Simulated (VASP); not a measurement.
# Nb (Pm-3m) in VASP: settings compared

Aim: see how the results for Nb move with the level of theory and the settings. Levels: PBE, RPBE, LDA. Tasks: relaxation of cell and atoms.

Program: VASP 6.6.1. These are calculated values, not measurements. Logs are shortened: lines on timing, memory, paths and dates and some standing lists are left out, and cuts for length are marked.

## (1) The structure

Symmetry: Pm-3m, No. 221, cubic system. Conventional cell: a = 2.720 Å, b = 2.720 Å, c = 2.720 Å, α = 90.00°, β = 90.00°, γ = 90.00°. Nb (site symmetry m-3m) has 6 Nb at 2.72 Å as nearest neighbours.

The cell was built by a generator and needn't be a form met in nature.

## (2) Relaxation of cell and atoms, PBE

The input, INCAR:

```
SYSTEM = Nb
PREC = Accurate
ENCUT = 600
EDIFF = 1E-7
ISMEAR = 1
SIGMA = 0.1
LREAL = .FALSE.
LASPH = .TRUE.
NELM = 80
ALGO = Normal
ISIF = 3
LWAVE = .FALSE.
LCHARG = .FALSE.
GGA = PE
IBRION = 2
NSW = 40
EDIFFG = -0.005
```

The input, KPOINTS:

```
regular mesh
0
G
  10 10 10
  0 0 0
```

The input, POSCAR:

```
Nb
1.0
    2.7196400000      0.0000000000      0.0000000000
    0.0000000000      2.7196400000      0.0000000000
    0.0000000000      0.0000000000      2.7196400000
Nb
1
Direct
    0.5000000000      0.5000000000      0.5000000000
```

Potentials or basis: VASP PAW PBE potentials, release 64 (Nb_sv).

Started as:

```bash
$ cat potpaw_PBE.64/Nb_sv/POTCAR > POTCAR
$ mpirun -np 1 vasp_std > vasp.out
```

OUTCAR:

```text
SYSTEM = Nb
   PREC = Accurate
   ENCUT = 600
   EDIFF = 1E-7
   ISMEAR = 1
   LREAL = .FALSE.
   LASPH = .TRUE.
   NELM = 80
   ISIF = 3
   GGA = PE
   IBRION = 2
   NSW = 40
   EDIFFG = -0.005

 ion  position               nearest neighbor table
   1  0.500  0.500  0.500-

  LATTYP: Found a simple cubic cell.
 ALAT       =     2.7196400000

  Lattice vectors:

 A1 = (   2.7196400000,   0.0000000000,   0.0000000000)
 A2 = (   0.0000000000,   2.7196400000,   0.0000000000)
 A3 = (   0.0000000000,   0.0000000000,   2.7196400000)

Analysis of symmetry for initial positions (statically):
=====================================================================
 Subroutine PRICEL returns:
 Original cell was already a primitive cell.

 Routine SETGRP: Setting up the symmetry group for a
 simple cubic supercell.

 Subroutine GETGRP returns: Found 48 space group operations
 (whereof 48 operations were pure point group operations)
 out of a pool of 48 trial point group operations.

The static configuration has the point symmetry O_h .

Analysis of symmetry for dynamics (positions and initial velocities):
=====================================================================
 Subroutine PRICEL returns:
 Original cell was already a primitive cell.

 Routine SETGRP: Setting up the symmetry group for a
 simple cubic supercell.

 Subroutine GETGRP returns: Found 48 space group operations
 (whereof 48 operations were pure point group operations)
 out of a pool of 48 trial point group operations.

The dynamic configuration has the point symmetry O_h .

 Subroutine INISYM returns: Found 48 space group operations
 (whereof 48 operations are pure point group operations),
 and found     1 'primitive' translations

----------------------------------------------------------------------------------------

                                     Primitive cell

  volume of cell :      20.1157

  direct lattice vectors                    reciprocal lattice vectors
     2.719640000  0.000000000  0.000000000     0.367695724  0.000000000  0.000000000
     0.000000000  2.719640000  0.000000000     0.000000000  0.367695724  0.000000000
     0.000000000  0.000000000  2.719640000     0.000000000  0.000000000  0.367695724

  length of vectors
     2.719640000  2.719640000  2.719640000     0.367695724  0.367695724  0.367695724

  position of ions in fractional coordinates (direct lattice)
     0.500000000  0.500000000  0.500000000

  ion indices of the primitive-cell ions
   primitive index   ion index
                 1           1

----------------------------------------------------------------------------------------

 KPOINTS: regular mesh

Automatic generation of k-mesh.
 Grid dimensions read from file:
 generate k-points for:   10   10   10

 Generating k-lattice:

  Cartesian coordinates                     Fractional coordinates (reciprocal lattice)
     0.036769572  0.000000000  0.000000000     0.100000000  0.000000000  0.000000000
     0.000000000  0.036769572  0.000000000     0.000000000  0.100000000  0.000000000
     0.000000000  0.000000000  0.036769572     0.000000000  0.000000000  0.100000000

  Length of vectors
     0.036769572  0.036769572  0.036769572

  Shift w.r.t. Gamma in fractional coordinates (k-lattice)
     0.000000000  0.000000000  0.000000000

 Subroutine IBZKPT returns following result:
 ===========================================

 Found     56 irreducible k-points:

 Following reciprocal coordinates:
            Coordinates               Weight
  0.000000  0.000000  0.000000      1.000000
  0.100000  0.000000  0.000000      6.000000
  0.200000  0.000000  0.000000      6.000000
  0.300000  0.000000  0.000000      6.000000
  0.400000  0.000000  0.000000      6.000000
  0.500000  0.000000  0.000000      3.000000
[... 16 lines left out ...]
  0.200000  0.100000  0.100000     24.000000
  0.300000  0.100000  0.100000     24.000000
 [... further k-points ...]
   k-points           NKPTS =     56   k-points in BZ     NKDIM =     56   number of bands    NBANDS=     10
   number of dos      NEDOS =    301   number of ions     NIONS =      1
   total plane-waves  NPLWV =  13824
   dimension x,y,z NGX =    24 NGY =   24 NGZ =   24
   dimension x,y,z NGXF=    48 NGYF=   48 NGZF=   48
   ions per type =               1
   NGX,Y,Z   is equivalent  to a cutoff of  14.67, 14.67, 14.67 a.u.
   NGXF,Y,Z  is equivalent  to a cutoff of  29.34, 29.34, 29.34 a.u.
 SYSTEM =  Nb
   PREC   = accura    normal or accurate (medium, high low for compatibility)
   ISTART =      0    job   : 0-new  1-cont  2-samecut
   ICHARG =      2    charge: 1-file 2-atom 10-const
   ISPIN  =      1    spin polarized calculation?
   LNONCOLLINEAR =      F non collinear calculations
   LSORBIT =      F    spin-orbit coupling
   LASPH  =      T    aspherical Exc in radial PAW
   ENCUT  =  600.0 eV  44.10 Ry    6.64 a.u.   5.43  5.43  5.43*2*pi/ulx,y,z
   NELM   =     80;   NELMIN=  2; NELMDL= -5     # of ELM steps
   EDIFF  = 0.1E-06   stopping-criterion for ELM
   LREAL  =      F    real-space projection
   EDIFFG = -.5E-02   stopping-criterion for IOM
   NSW    =     40    number of steps for IOM
   IBRION =      2    ionic relax: 0-MD 1-quasi-New 2-CG
   NFREE  =      1    steps in history (QN), initial steepest desc. (CG)
   ISIF   =      3    stress and relaxation
   ISYM   =      2    0-nonsym 1-usesym 2-fastsym
   POTIM  = 0.5000    time-step for ionic-motion
   TEBEG  =    0.0;   TEEND  =   0.0 temperature during run
   PSTRESS=    0.0 pullay stress
   NELECT =      13.0000    total number of electrons
   NUPDOWN=      -1.0000    fix difference up-down
   EMIN   =  10.00;   EMAX   =-10.00  energy-range for DOS
   EFERMI =   0.00;   METHOD = LEGACY
   ISMEAR =     1;   SIGMA  =   0.10  broadening in eV -4-tet -1-fermi 0-gaus
   EFERMI_NEDOS =   21; number of points for ismear=-14 and -15
   IALGO  =     38    algorithm
   IMIX   =      4    mixing-type and parameters
     AMIX     =   0.40;   BMIX     =  1.00
     AMIX_MAG =   1.60;   BMIX_MAG =  1.00
  volume/ion in A,a.u.               =      20.12       135.75
  Fermi-wavevector in a.u.,A,eV,Ry     =   1.415396  2.674710 27.257162  2.003345
  Thomas-Fermi vector in A             =   2.536839
   LORBIT       =      0    0 simple, 1 ext, 2 COOP (PROOUT), +10 PAW based schemes
   GGA     = PE    functional components
   LHFCALC =     F    Hartree Fock is set to
   AEXX    =    0.0000 exact exchange contribution
   IVDW    =     0    specifies the selected vdW correction
   LEPSILON=     F    determine dielectric tensor
   LRPA    =     F    only Hartree local field effects (RPA)
 conjugate gradient relaxation of ions
 non-spin polarized calculation
 Methfessel and Paxton  Order N= 1 SIGMA  =   0.10
  energy-cutoff  :      600.00
  volume of cell :       20.12
 maximum number of plane-waves:       691
 NGX is ok and might be reduce to    24
   NGX = 11   NGY = 11   NGZ = 11

--------------------------------------- Ionic step        1  -------------------------------------------

 number of electron      12.9999999 magnetization

 Free energy of the ion-electron system (eV)
  ---------------------------------------------------
  ext. energy  EPLUGINS =         0.00000000
  ---------------------------------------------------
  free energy    TOTEN  =        -9.18227652 eV

  energy without entropy =       -9.18008803  energy(sigma->0) =       -9.18154702

------------------------ aborting loop because EDIFF is reached ----------------------------------------

  FORCE on cell =-STRESS in cart. coord.  units (eV):
  Direction    XX          YY          ZZ          XY          YZ          ZX
  --------------------------------------------------------------------------------------
  -------------------------------------------------------------------------------------
  Total        0.0466750      0.0466750      0.0466750     -0.0000000     -0.0000000      0.0000000
  in kB        3.7175799      3.7175799      3.7175799     -0.0000000     -0.0000000      0.0000000
  external PRESSURE =       3.7175799 kB  Pullay stress =       0.0000000 kB

 VOLUME and BASIS-vectors are now :
 -----------------------------------------------------------------------------
  energy-cutoff  :      600.00
  volume of cell :       20.12
      direct lattice vectors                 reciprocal lattice vectors
     2.719640000  0.000000000  0.000000000     0.367695724  0.000000000  0.000000000
     0.000000000  2.719640000  0.000000000     0.000000000  0.367695724  0.000000000
     0.000000000  0.000000000  2.719640000     0.000000000  0.000000000  0.367695724
[... 36 lines left out ...]
 POSITION                                       TOTAL-FORCE (eV/Angst)
 -----------------------------------------------------------------------------------
      1.36288      1.36288      1.36288         0.000000     -0.000000      0.000000
 -----------------------------------------------------------------------------------
    total drift:                                0.000000     -0.000000     -0.000000

  FREE ENERGIE OF THE ION-ELECTRON SYSTEM (eV)
  ---------------------------------------------------
  free  energy   TOTEN  =        -9.1822397457 eV

  energy  without entropy=       -9.1801631097  energy(sigma->0) =       -9.18154753

--------------------------------------- Ionic step        3  -------------------------------------------

 number of electron      12.9999999 magnetization

 Free energy of the ion-electron system (eV)
  ---------------------------------------------------
  ext. energy  EPLUGINS =         0.00000000
  ---------------------------------------------------
  free energy    TOTEN  =        -9.18234518 eV

  energy without entropy =       -9.18020387  energy(sigma->0) =       -9.18163141

 E-fermi :   9.6820     XC(G=0): -11.8073

 val. band max:        9.6675649035   @ k =   0.4000   0.2000   0.1000
 cond. band min:       9.6880386789   @ k =   0.5000   0.2000   0.2000
 fundamental gap:      0.0204737755
 Fermi energy:         9.6819543622

 k-point     1 :       0.0000    0.0000    0.0000
  band No.  band energies     occupation
      1     -44.9310      2.00000
      2     -20.2261      2.00000
      3     -20.2261      2.00000
      4     -20.2261      2.00000
      5       4.1657      2.00000
      6       6.9867      2.00000
      7       6.9867      2.00000
      8      14.8158      0.00000
      9      14.8158      0.00000
     10      14.8158      0.00000

 k-point     2 :       0.1000    0.0000    0.0000
  band No.  band energies     occupation
      1     -44.9138      2.00000
      2     -20.3728      2.00000
      3     -20.2136      2.00000
      4     -20.2136      2.00000
      5       4.4454      2.00000
      6       7.0621      2.00000
      7       7.3022      2.00000
      8      14.3889      0.00000
      9      14.3889      0.00000
     10      14.8462      0.00000
[... 274 lines left out ...]
 k-point    24 :       0.3000    0.1000    0.1000
  band No.  band energies     occupation
      1     -44.7780      2.00000
      2     -21.1491      2.00000
      3     -20.2747      2.00000
      4     -20.2617      2.00000
      5       6.5313      2.00000
      6       8.0434      2.00000
      7       9.3618      2.00006
      8      11.9897      0.00000
      9      12.5547      0.00000
     10      14.2452      0.00000

 [... further k-points ...]

------------------------ aborting loop because EDIFF is reached ----------------------------------------

  FORCE on cell =-STRESS in cart. coord.  units (eV):
  Direction    XX          YY          ZZ          XY          YZ          ZX
  --------------------------------------------------------------------------------------
  -------------------------------------------------------------------------------------
  Total        0.0005641      0.0005641      0.0005641      0.0000000     -0.0000000      0.0000000
  in kB        0.0447972      0.0447972      0.0447972      0.0000000     -0.0000000      0.0000000
  external PRESSURE =       0.0447972 kB  Pullay stress =       0.0000000 kB

 VOLUME and BASIS-vectors are now :
 -----------------------------------------------------------------------------
  energy-cutoff  :      600.00
  volume of cell :       20.18
      direct lattice vectors                 reciprocal lattice vectors
     2.722366371 -0.000000000  0.000000000     0.367327488  0.000000000  0.000000000
    -0.000000000  2.722366371  0.000000000     0.000000000  0.367327488  0.000000000
    -0.000000000 -0.000000000  2.722366371    -0.000000000 -0.000000000  0.367327488

 POSITION                                       TOTAL-FORCE (eV/Angst)
 -----------------------------------------------------------------------------------
      1.36118      1.36118      1.36118         0.000000     -0.000000      0.000000
 -----------------------------------------------------------------------------------
    total drift:                                0.000000     -0.000000     -0.000000

  FREE ENERGIE OF THE ION-ELECTRON SYSTEM (eV)
  ---------------------------------------------------
  free  energy   TOTEN  =        -9.1823451789 eV

  energy  without entropy=       -9.1802038717  energy(sigma->0) =       -9.18163141

 reached required accuracy - stopping structural energy minimisation
```

It took 12 s on 1 thread of Intel Xeon 6975P-C (Granite Rapids), shared host; peak memory 0.15 GiB.

Results:

```
Free energy                            : -9.1823 eV
Relaxed volume                         : 20.18 Å³/atom
Relaxed cell                           : a = 2.722 Å, b = 2.722 Å, c = 2.722 Å, α = 90.00°, β = 90.00°, γ = 90.00°
Space group after relaxing (to 0.05 Å) : Pm-3m (No. 221)
Energy gained by relaxing              : 0.1 meV/atom
Ionic steps                            : 3
Pressure after relaxing                : 0.0 GPa
Band gap on the k mesh                 : none (metal or under the smearing width)
```

Final structure:
```
Nb
1.0
     2.72237    0.00000    0.00000
     0.00000    2.72237    0.00000
     0.00000    0.00000    2.72237
Nb
1
Direct
  0.50000 0.50000 0.50000
```

Levels at points of the mesh, in eV from the Fermi level:
```
           k point  band 4  band 5  band 6  band 7  band 8  band 9  band 10
(0.00, 0.00, 0.00)  -29.91   -5.52   -2.70   -2.70    5.13    5.13     5.13
(0.50, 0.00, 0.00)  -29.78   -2.45   -1.81    0.59    1.93    1.93     5.46
(0.50, 0.50, 0.00)  -29.65   -3.95   -0.97    2.60    2.60    5.81     5.81
(0.50, 0.50, 0.50)  -30.93   -2.38   -2.38   -2.38    7.47    7.50     7.50
```

(Part 1 of 2 ends here.)
